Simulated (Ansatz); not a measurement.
Results of PBE (plane waves, PAW; Ansatz, an electronic-structure program) for zinc-blende AlSb.

Total energies, extrapolated to zero smearing (they compare only within this program, potentials and cutoff; free atoms with spin allowed, lowest state found):

| system | energy (eV/atom) |
|---|---|
| zinc-blende AlSb, relaxed | -3511.1701 |
| free Al atom | -534.0687 |
| free Sb atom | -6481.7976 |

Question: Work out the cohesive energy per atom.

Answer: E_coh = [1 × (-534.0687) + 1 × (-6481.7976)]/2 − (-3511.1701) = 3.24 eV/atom. The reference value is 3.31 eV/atom (measured, zero-point energy (9/8 kB θD) added and atomic spin-orbit splittings removed, spin-orbit-averaged atoms; as tabulated in Paulus et al. (1996), arXiv:cond-mat/9605064), a difference of -0.07 eV/atom.

Spin–orbit coupling is left out; its size isn't shown.

The PAW data were made under PBE.
